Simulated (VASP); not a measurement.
Set up this calculation in VASP 6.6.1, as the native input.

```yaml
Task: single point
Functional: PBE
Dispersion: D3(BJ)
Potentials_or_basis: VASP PAW PBE potentials, release 64 (C, H, N)
Cutoff: 520 eV
k_mesh: 1 × 1 × 1
Occupations: fermi-dirac, width 0.05 eV
Spin: no spin polarisation
Dipole_correction: no
Further_INCAR_settings: LREAL = Auto; ALGO = Normal; EDIFF = 1e-06; NBANDS = 60
```

The structure of H5C4N lies in POSCAR:

```
H5C4N
1.0
    7.5119810000      0.0000000000      0.0000000000
    0.0000000000      7.5119810000      0.0000000000
    0.0000000000      0.0000000000      7.5119810000
C H N
12 15 3
Direct
    0.1606899698      0.2762653420      0.1676521812
    0.2023966781      0.2607168469      0.0121272937
    0.4922137050      0.6641789962      0.7681063091
    0.3724716556      0.5544609338      0.7658565697
    0.9015731004      0.8692114637      0.3912682953
    0.8935725476      0.7037158374      0.3890584920
    0.4318967260      0.8767460940      0.3815504858
    0.3849983114      1.0323774781      0.4892717380
    0.7483645126      0.2616620037      0.8357316133
    0.8276511881      0.2883260754      0.6616630154
    1.0706363608      0.7322835348      1.0092411043
    0.9437989793      0.8424808316      0.9176673903
    0.2458073310      0.2592125832     -0.1301254622
    0.1179316082      0.2980571969      0.3080412477
    0.2818297863      0.4647509092      0.7129277883
    0.5775706834      0.7814316889      0.7900179726
    0.8602258179      0.5590935334      0.3857171630
    0.9190119091      1.0116505886      0.4302859658
    0.4039280717      0.9066849344      0.2391779212
    0.5610770315      0.8462481468      0.3945430639
    0.3552857761      0.7550604827      0.4325889536
    0.6782365397      0.3756798639      0.8504414481
    0.6730714574      0.1362889496      0.8399648508
    0.8571241061      0.2621811743      0.9433729931
    1.2185201214      0.7578826411      0.9810993931
    1.0518796573      0.7601323805      1.1504022707
    1.0431336288      0.5859972223      0.9865440288
    0.3324822041      1.1477132330      0.5732043252
    0.9012802349      0.2868484359      0.5262127260
    0.8259073073      0.9020922710      0.8363306563
```

The cell was built by a generator and needn't be a form met in nature.

These files were run (other wordings do the same):

INCAR

```
SYSTEM = H5C4N
ALGO = Normal
EDIFF = 1E-6
ENCUT = 520
GGA = PE
ISIF = 2
ISMEAR = -1
IVDW = 12
LASPH = .TRUE.
LCHARG = .FALSE.
LREAL = Auto
LWAVE = .FALSE.
NBANDS = 60
NELM = 60
PREC = Accurate
SIGMA = 0.05
```

KPOINTS

```
k-points
0
G
  1 1 1
  0 0 0
```

Potentials or basis: VASP PAW PBE potentials, release 64 (C, H, N).

Command:

```console
$ cat potpaw_PBE.64/C/POTCAR potpaw_PBE.64/H/POTCAR potpaw_PBE.64/N/POTCAR > POTCAR
$ mpirun -np 1 vasp_gam > vasp.out
```

Results of the run:

* Pressure: 0.0 GPa
* Largest force: 4.159 eV/Å
* Band gap on the k mesh: 5.40 eV, direct
* Dispersion energy per atom: -0.049 eV

Caveat: the standard files for N, O and F lose accuracy on very short bonds.

It took 76 s on 1 thread of Intel(R) Xeon(R) Platinum 8375C CPU @ 2.90GHz (Ice Lake), with other jobs on the host, peak memory 0.38 GiB.
